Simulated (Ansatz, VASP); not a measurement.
# Pt (Pt strained to the junction's net): VASP beside Ansatz

One calculation is typed for both programs; each brings its own data sets. How far apart do they land? The structure shown is the end of the Ansatz relaxation below.

Calculated with Ansatz 0.2.0; plane waves, with VASP 6.6.1 beside it; single point at PBE.

### 1. Set-up

It takes space group R-3m (No. 166, trigonal). Conventional cell: a = 2.710 Å, b = 2.710 Å, c = 7.180 Å, α = 90.00°, β = 90.00°, γ = 120.00°. Nearest to Pt lie 12 Pt at 2.71 to 2.86 Å.

### 2. Ansatz: relaxation, PBE

Ansatz runs on its default PAW (the set named soft_2) files.

This run makes the geometry at which the two programs are then compared.

File input.yaml:

```yaml
crystal:
  lattice:
    - [2.71, 0.0, 0.0]
    - [-1.355, 2.3469288443, 0.0]
    - [0.0, 0.0, 7.0429288582]
  atoms:
    - { symbol: Pt, position: [0.0, 0.0, 0.0] }
    - { symbol: Pt, position: [0.3333333333, 0.6666666667, 0.3333333333] }
    - { symbol: Pt, position: [0.6666666667, 0.3333333333, 0.6666666667] }
kpoints:
  mp_grid: { grid: [18, 18, 4] }
scf:
  occupations: { method: fermi_dirac, width: 0.1 }
  max_iter: 150
hamiltonian:
  xc: pbe
relax:
  f_tol: 0.01
  max_steps: 40
  cell: { fix: [a, b, angles] }
```

The run is started by

```bash
ansatz run input.yaml --threads 4 --pin off --max-ram 12288MiB --backend cpu --events-out ev --progress --plain --runs-dir out
```

Numbers of over 12 decimals in the logs are rounded to 6 here.

What it wrote:

```text
Engine: ansatz 0.2.0, aarch64-unknown-linux-gnu
Pseudopotentials: kind: paw
Pseudopotential: Pt, paw, valence charge 18, recommended cutoff 420 eV (normal), Pt.paw.azcp
Functional definition: PBE
  parameter kappa = 0.804
  parameter beta = 0.066725
  exchange = pbe_x(kappa = kappa, mu = beta*pi^2/3)
  correlation = pbe_c(beta = beta)
Crystal: 3 atoms, lattice volume = 44.794 Å³
Basis set: ecut = 420 eV, 881 PW (Γ), exchange–correlation on 40×40×96 points (8 copies of the dense FFT grid, shifted against one another)
Bands: 33, of which v1, the nominal top of the filled ones, is band 27 counted from 1 (26 counted from 0)
Symmetry: 36 space group operations
Space group: R-3m (ITA 166), of the structure as read, at distance tolerance 3.6e-5 Å
k-points: 138 of 1296
Non-local potential: Pt, projectors of the file, l = 0: 3, l = 1: 2, l = 2: 2, l = 3: 1
PAW form: soft (Blöchl's): semilocal exchange-correlation on the pseudo side does not see the compensation charge
PAW one-centre angular grid: Pt, 590 points (default); XC on 64 Gauss nodes
Initial density: superposition of atomic densities (neutral atoms: chi_scale 0, normalization atom), corrected by the library's trained network
Initial wavefunctions: pseudopotential atomic-orbital guess
Functional: x = pbe(κ = 0.804, μ = 0.219515), c = pbe(β = 0.066725)
SCF iter   1: F=—  HF=-37568.981381 eV  |F-HF|=—  |Δ(HF+E_count)|=         —  Δρ=3.88e-3  dr2=1.82e-3  ethr=1.77e-3  ⟨swp⟩=5.2  Hψ=16186  notcnv=0
preconditioner: auto → Kerker (q_TF=auto, 2.815 Å⁻¹)  [metal: Δε(μ)=0.001 eV  Ē_g=9.647 eV  σ=0.100 eV  W_gap=0.00  n_scr=12 (ndim 8)  ℏωp=30.4 eV  f_vac=0.000  D(μ)=4.61/eV (n_scr^D=50)]
SCF iter   2: F=—  HF=-37568.984508 eV  |F-HF|=—  |Δ(HF+E_count)|=   3.13e-3  Δρ=2.00e-3  dr2=4.59e-4  ethr=3.38e-6  ⟨swp⟩=3.0  Hψ=10196  notcnv=0
SCF iter   3: F=—  HF=-37568.984979 eV  |F-HF|=—  |Δ(HF+E_count)|=   4.72e-4  Δρ=2.55e-4  dr2=8.11e-6  ethr=8.50e-7  ⟨swp⟩=2.2  Hψ=6865  notcnv=0
SCF iter   4: F=—  HF=-37568.984953 eV  |F-HF|=—  |Δ(HF+E_count)|=   2.66e-5  Δρ=3.56e-5  dr2=3.23e-7  ethr=1.50e-8  ⟨swp⟩=2.2  Hψ=6856  notcnv=0
iter 5 did not close the SCF: its close was put off for the readings that it lacked (scf_convergence_deferred on its scf_iter line)
SCF iter   5: F=-37568.984953 eV  HF=-37568.984953 eV  |F-HF|=9.60e-9  |Δ(HF+E_count)|=   5.36e-8  Δρ=9.50e-6  dr2=3.85e-8  ethr=5.99e-10  ⟨swp⟩=2.3  Hψ=7079  notcnv=0
SCF iter   6: F=-37568.984953 eV  HF=-37568.984953 eV  |F-HF|=2.62e-10  |Δ(HF+E_count)|=   2.36e-9  Δρ=2.74e-6  dr2=2.22e-9  ethr=7.13e-11  ⟨swp⟩=1.9  Hψ=14291  notcnv=0
SCF 1 converged in 6 iterations: F = -37568.984953 eV  dr2 = 2.22e-9
  greatest PAW one-centre occupation: 1.000 electrons in one spin orbital (limit 2), on the Pt atom at site 2 (counted from 0), in its partial waves of l = 0
relax step   1: F+E_penalty+E_count = -37568.98495291 eV  Δ(F+E_penalty+E_count) = +0.000e0 eV  max|allowed force component| = 7.026e-28 eV/Å  Δτ_max = 0.0000 Å  P = +14.535 GPa  Ω = 44.794 Å³  fix = [a, b, alpha, beta, gamma]  reactions: a +18.357, b +18.357 GPa  (6 SCF iters, dr2 threshold 1.00e-7 eV, accepted)
[...]
relax step   2: F+E_penalty+E_count = -37568.99072074 eV  Δ(F+E_penalty+E_count) = -5.768e-3 eV  max|allowed force component| = 2.015e-26 eV/Å  Δτ_max = 0.0000 Å  P = +5.725 GPa  Ω = 46.424 Å³  energy of the carried Pulay correction = -7.281e-4 eV  fix = [a, b, alpha, beta, gamma]  reactions: a +11.035, b +11.035 GPa  (6 SCF iters, dr2 threshold 3.00e-7 eV, accepted)
[...]
relax step   3: F+E_penalty+E_count = -37569.00270343 eV  Δ(F+E_penalty+E_count) = -1.198e-2 eV  max|allowed force component| = 2.963e-26 eV/Å  Δτ_max = 0.0000 Å  P = +9.050 GPa  Ω = 45.747 Å³  energy of the carried Pulay correction = -4.296e-4 eV  fix = [a, b, alpha, beta, gamma]  reactions: a +13.836, b +13.836 GPa  (6 SCF iters, dr2 threshold 3.00e-7 eV, accepted)
[...]
relax step   4: F+E_penalty+E_count = -37569.00285858 eV  Δ(F+E_penalty+E_count) = -1.552e-4 eV  max|allowed force component| = 3.366e-28 eV/Å  Δτ_max = 0.0000 Å  P = +9.476 GPa  Ω = 45.667 Å³  energy of the carried Pulay correction = -3.938e-4 eV  fix = [a, b, alpha, beta, gamma]  reactions: a +14.190, b +14.190 GPa  (6 SCF iters, dr2 threshold 3.00e-7 eV, accepted)
[...]
relax step   5: F+E_penalty+E_count = -37569.00321538 eV  Δ(F+E_penalty+E_count) = -3.568e-4 eV  max|allowed force component| = 1.367e-29 eV/Å  Δτ_max = 0.0000 Å  P = +9.469 GPa  Ω = 45.667 Å³  fix = [a, b, alpha, beta, gamma]  reactions: a +14.185, b +14.185 GPa  stress off target by 3.65e-2 GPa on what of the cell is left free  SCF on the basis re-selected at this cell (its energy is not comparable with the rows above)  (8 SCF iters)
basis re-selected at this cell: Δ(F+E_penalty+E_count) = -3.568e-4 eV, ΔP = -0.007 GPa vs the last step (what re-selecting the basis moved, of the pressure what is left beyond the Pulay correction that the steps carried, after the strain that the cell walked since its last selection, with what the two solves' SCF thresholds leave and, on support functions, any second-order correction that the steps lacked; it is no m [...]
SCF converged after 8 iterations
Free energy (F): -37569.003215 eV
Harris-Foulkes:  -37569.003215 eV  (|F-HF|=7.28e-12)
Internal energy: -37568.855731 eV  (E = F + TS)
E sigma→0 (E₀):  -37568.929473 eV
Entropy (-TS):   -0.147484 eV (-49.161 meV/atom)
Fermi energy:    23.103980 eV
--- Per-component energies (eV) ---
  E_band       = -398.792082
  E_kinetic    = 1914.920232
  E_local      = -4435.450231  (includes V_loc(G=0)·N_el)
  E_nonlocal   = 599.431391
  E_hartree    = 1648.805781
  E_xc         = -786.281013
  E_vxc        = -909.809192  (∫ρ·V_xc dr)
  E_paw        = -28362.067056  (= ΣΔE_a)
  E_vpaw       = -865.496414  (= ΣTr[D̂ρ^β])
  E_aug_tail   = 0.000571  (compensation charges beyond the density's cutoff)
  E_ewald      = -8148.215405
  E_smearing   = -0.147484  (= −TS)
  E_closure    = -0.000000  (closes the sum)
  Σ components = -37569.003215   (vs F -37569.003215, Δ=0.00e0)
--- Forces (eV/Å), atoms counted from 1 ---
  atom   1  Pt     0.00000000     0.00000000    -0.00000000
  atom   2  Pt    -0.00000000     0.00000000     0.00000000
  atom   3  Pt     0.00000000    -0.00000000    -0.00000000
  max |Σ_I F_I| component: 2.95e-29 eV/Å
--- Stress (GPa, compression-positive) ---
       14.184972       0.000000      -0.000000
        0.000000      14.184972       0.000000
       -0.000000       0.000000       0.036541
  P = ⅓ Tr σ = 9.4688 GPa (94.688 kbar)
--- Relaxed structure (4 steps of the walk, 4 accepted, 1 SCFs on fresh bases) ---
  F+E_penalty+E_count = -37569.00321538 eV   max|allowed force component| = 1.367e-29 eV/Å   (the final SCF, on the basis selected at the relaxed cell)
  cell:  # Å, volume = 45.6666 Å³
    - [2.710000, 0, 0]
    - [-1.355000, 2.346929, 0]
    - [0, 0, 7.180079]
  atoms:
    - { symbol: Pt, position: [0, 0, 0] }
    - { symbol: Pt, position: [0.333333, 0.666667, 0.333333] }
    - { symbol: Pt, position: [0.666667, 0.333333, 0.666667] }
```

### 3. VASP: single point, PBE

The same cell, functional, mesh and smearing now go to VASP, with its own data sets.

Lines of VASP's logs that name or quote its potential files are left out, and so is its time.

File INCAR:

```
SYSTEM = Pt
PREC = Accurate
ENCUT = 500
EDIFF = 1E-06
NELM = 120
ISMEAR = -1
SIGMA = 0.1
LREAL = .FALSE.
ALGO = Normal
GGA = PE
NBANDS = 21
LASPH = .TRUE.
LORBIT = 11
LWAVE = .FALSE.
LCHARG = .FALSE.
ISIF = 2
GGA_COMPAT = .FALSE.
```

File POSCAR:

```
Pt
1.0
    2.7100000000      0.0000000000      0.0000000000
   -1.3550000000      2.3469288443      0.0000000000
    0.0000000000      0.0000000000      7.1800794780
Pt
3
Direct
    0.0000000000      0.0000000000      0.0000000000
    0.3333333333      0.6666666667      0.3333333333
    0.6666666667      0.3333333333      0.6666666667
```

File KPOINTS:

```
Automatic mesh
0
Gamma
18 18 4
0 0 0
```

The projector-augmented-wave data sets are Pt (PBE family, release 64).

The run is started by

```bash
mpirun -np 1 vasp_std
```

What it wrote:

```text
[banner, memory and clock lines left out]
running    1 mpi-ranks, on    1 nodes
 distrk:  each k-point on    1 cores,    1 groups
 distr:  one band on    1 cores,    1 groups

 POSCAR found type information on POSCAR Pt
 POSCAR found :  1 types and       3 ions
 LDA part: xc-table for (Slater+PW92), standard interpolation
 POSCAR, INCAR and KPOINTS ok, starting setup
 FFT: planning ... GRIDC
 FFT: planning ... GRID_SOFT
 FFT: planning ... GRID
 WAVECAR not read
 entering main loop
       N       E                     dE             d eps       ncg     rms          rms(c)
DAV:   1     0.173929186669E+03    0.17393E+03   -0.15043E+04  5900   0.132E+03
DAV:   2    -0.148770609493E+02   -0.18881E+03   -0.17626E+03  6295   0.294E+02
DAV:   3    -0.193588187247E+02   -0.44818E+01   -0.43965E+01  6736   0.451E+01
DAV:   4    -0.193916876707E+02   -0.32869E-01   -0.32837E-01  6516   0.400E+00
DAV:   5    -0.193920322047E+02   -0.34453E-03   -0.34452E-03  6861   0.439E-01    0.220E+01
DAV:   6    -0.183829100886E+02    0.10091E+01   -0.19168E+00  6416   0.109E+01    0.116E+01
DAV:   7    -0.182709997293E+02    0.11191E+00   -0.48012E-01  6611   0.531E+00    0.320E+00
DAV:   8    -0.182574874679E+02    0.13512E-01   -0.57532E-02  6336   0.184E+00    0.105E+00
DAV:   9    -0.182568114323E+02    0.67604E-03   -0.66797E-04  6606   0.205E-01    0.606E-02
DAV:  10    -0.182568323899E+02   -0.20958E-04   -0.12097E-05  6631   0.239E-02    0.144E-02
DAV:  11    -0.182568341887E+02   -0.17988E-05   -0.10983E-06  4236   0.778E-03    0.111E-02
DAV:  12    -0.182568336748E+02    0.51386E-06   -0.24164E-07  3603   0.424E-03
   1 F= -.18256834E+02 E0= -.18182629E+02  d E =-.148409E+00
```

From OUTCAR (step 3):

```text
ion  position               nearest neighbor table
   1  0.000  0.000  0.000-   2 2.86   3 2.86   3 2.86   2 2.86   3 2.86   2 2.86
   2  0.333  0.667  0.333-   1 2.86   1 2.86   1 2.86   3 2.86   3 2.86   3 2.86
   3  0.667  0.333  0.667-   1 2.86   1 2.86   1 2.86   2 2.86   2 2.86   2 2.86

  LATTYP: Found a hexagonal cell.
 ALAT       =     2.7100000000
 C/A-ratio  =     2.6494758221

 Subroutine GETGRP returns: Found 12 space group operations
 (whereof 12 operations were pure point group operations)

The static configuration has the point symmetry D_3d.

 Found    138 irreducible k-points:

   k-points           NKPTS =    138   k-points in BZ     NKDIM =    138   number of bands    NBANDS=     21

   dimension x,y,z NGX =    20 NGY =   20 NGZ =   54
   dimension x,y,z NGXF=    40 NGYF=   40 NGZF=  108

   ENCUT  =  500.0 eV  36.75 Ry    6.06 a.u.   4.94  4.94 13.09*2*pi/ulx,y,z

   NELECT =      30.0000    total number of electrons

 k-points in reciprocal lattice and weights: Automatic mesh
   0.00000000  0.00000000  0.00000000       0.001
   0.05555556  0.00000000  0.00000000       0.005
   0.11111111  0.00000000  0.00000000       0.005
   0.16666667  0.00000000  0.00000000       0.005
   0.22222222  0.00000000  0.00000000       0.005
   0.27777778  0.00000000  0.00000000       0.005
   0.33333333  0.00000000  0.00000000       0.005
   0.38888889  0.00000000  0.00000000       0.005
   0.44444444  0.00000000  0.00000000       0.005
[...]
0.33333333  0.27777778  0.50000000       0.009
   0.33333333  0.33333333  0.50000000       0.002

 average (electrostatic) potential at core
       1 -63.0466       2 -63.0466       3 -63.0466

 E-fermi :  11.0773

 k-point     1 :       0.0000    0.0000    0.0000
  band No.  band energies     occupation
    ...
     14       9.5986      2.00000
     15      10.4357      1.99673
     16      10.4357      1.99673
     17      10.4357      1.99673
     18      10.4357      1.99673
     19      19.8920      0.00000
     20      19.8920      0.00000
     21      25.5695      0.00000

 k-point     2 :       0.0556    0.0000    0.0000
  band No.  band energies     occupation
    ...
     14       9.5842      2.00000
     15      10.2010      1.99969
     16      10.3808      1.99811
     17      10.6346      1.97638
     18      10.7839      1.89900
     19      19.9492      0.00000
     20      19.9584      0.00000
     21      25.7707      0.00000

 k-point     3 :       0.1111    0.0000    0.0000
  band No.  band energies     occupation
    ...
     13       9.3174      2.00000
     14       9.5533      2.00000
     15       9.9448      1.99998
     16      10.6075      1.98195
     17      10.7899      1.89312
     18      11.2757      0.24171
     19      20.0949      0.00000
     20      20.1671      0.00000
     21      26.3371      0.00000

  Total        3.8939184      3.8939184     -0.1399111      0.0000000      0.0000000      0.0000000
  in kB      136.6151828    136.6151828     -4.9086766      0.0000000      0.0000000      0.0000000
  external PRESSURE =      89.4405630 kB  Pullay stress =       0.0000000 kB

  energy-cutoff  :      500.00
  volume of cell :       45.67
      direct lattice vectors                 reciprocal lattice vectors
     2.710000000  0.000000000  0.000000000     0.369003690  0.213044380  0.000000000
    -1.355000000  2.346928844  0.000000000     0.000000000  0.426088760  0.000000000
     0.000000000  0.000000000  7.180079478     0.000000000  0.000000000  0.139274224

 POSITION                                       TOTAL-FORCE (eV/Angst)
 -----------------------------------------------------------------------------------
      0.00000      0.00000      0.00000        -0.000000     -0.000000      0.000000
     -0.00000      1.56462      2.39336        -0.000000     -0.000000      0.000000
      1.35500      0.78231      4.78672         0.000000      0.000000     -0.000000
 -----------------------------------------------------------------------------------
    total drift:                               -0.000000      0.000000      0.000000

  FREE ENERGIE OF THE ION-ELECTRON SYSTEM (eV)
  ---------------------------------------------------
  free  energy   TOTEN  =       -18.2568336748 eV

  energy  without entropy=      -18.1084250984  energy(sigma->0) =      -18.18262939

 total charge
# of ion       s       p       d       tot
------------------------------------------
    1        0.640   0.607   8.045   9.292
    2        0.640   0.607   8.045   9.292
    3        0.640   0.607   8.045   9.292
--------------------------------------------------
tot          1.919   1.822  24.135  27.876

[... 3 further parts left out ...]
```

The run ends at a pressure of 8.94 GPa.

### 4. Differences

Known differences besides the potentials themselves: the data sets hold 54 valence electrons in Ansatz (on its default PAW (the set named soft_2) files) and 30 in VASP; the cutoff is 420 eV in Ansatz and 500 eV in VASP; Ansatz's pressure holds a Pulay correction, VASP's none. Total energies have different zeros and are not compared.

Both answers:

```
      quantity  Ansatz  VASP  difference
pressure (GPa)    9.47  8.94       +0.52
```

### 5. Results

```yaml
difference_in_pressure_single_point_pbe: 0.52 GPa
```

In words: The difference in pressure is 0.52 GPa (single point, PBE), within the 1 GPa picked in this series as the mark of a large difference. The data sets hold unlike numbers of valence electrons (54 in Ansatz and 30 in VASP), so part of the differences comes from the potentials. Such differences can come from data sets, numerical settings and the points named under the comparisons, not from the functional's error against experiment.

[Lines on the potential files, build, host, timing and source positions are cut from VASP's logs without a mark.]

[Logs are printed without paths, hosts, clocks, repeated set-up lines and the standing remarks that a program may print on its own settings, such as how far it seeks lower states.]

[Hosts, paths, dates, database ids (printed as entryN), source tags and the programs' standing remarks are cut or masked in the printed files.]
